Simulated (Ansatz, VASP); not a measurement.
# One calculation of Se, two programs

Contents of INCAR:

```
SYSTEM = Se
PREC = Accurate ; ENCUT = 520
EDIFF = 1E-6 ; ISMEAR = -1
SIGMA = 0.1 ; LREAL = .FALSE.
LASPH = .TRUE. ; NELM = 60
ALGO = Normal ; ISIF = 2
LWAVE = .FALSE. ; LCHARG = .TRUE.
GGA = B5 ; ALDAX = 1.0
AGGAX = 1.0 ; AGGAC = 1.0
ALDAC = 0.0 ; LELF = .TRUE.
LVHAR = .TRUE. ; NBANDS = 9
```

Contents of KPOINTS:

```
Automatic mesh
0
G
  12 12 12
  0 0 0
```

The input POSCAR:

```
Se
1.0
    3.0206385396      0.0000000000      0.0000000000
    0.0000000000      3.0206385396      0.0000000000
    0.0000000000      0.0000000000      3.0206385396
Se
1
Direct
    0.0000000000      0.0000000000      0.0000000000
```

Input for Ansatz:

```yaml
crystal:
  lattice:
    - [3.0206385396, 0.0, 0.0]
    - [0.0, 3.0206385396, 0.0]
    - [0.0, 0.0, 3.0206385396]
  atoms:
    - { symbol: Se, position: [0.0, 0.0, 0.0] }
hamiltonian:
  xc: blyp
  pseudopotentials:
    kind: paw
    azcp:
      Se: "pseudopotentials/Se.paw.azcp"
basis:
  ecutwfc: 420
  fft_grid_basis: typed
kpoints:
  mp_grid: { grid: [12, 12, 12], shift: [0, 0, 0] }
magnetization:
  spin_polarized: false
scf:
  occupations: { method: fermi_dirac, width: 0.1 }
  lower_state_search: "off"
output:
  stress: true
  write_density: true
  write_potential: true
  elf: true
  volumetric_format: npy
```

Alike in both runs: task single point; functional BLYP; k mesh 12 × 12 × 12; occupations fermi-dirac, width 0.1 eV; no spin polarisation.

```csv
,VASP,Ansatz
version,VASP 6.6.1,Ansatz 0.2.0
potentials or method,"VASP PAW PBE potentials, release 64 (Se)","plane waves (420 eV) with PAW, scalar-relativistic"
plane-wave cutoff (eV),520,420
valence electrons in the cell,6,16
```

VASP gave:

```
pressure (GPa) : -4.7
```

Question: What did Ansatz give for the same quantities?

Answer: Pressure (GPa): -4.8.

The two sets of potentials don't hold the same shells in valence.

Caveats: the PAW data sets were made with another functional, which shifts forces and pressure a little (VASP).
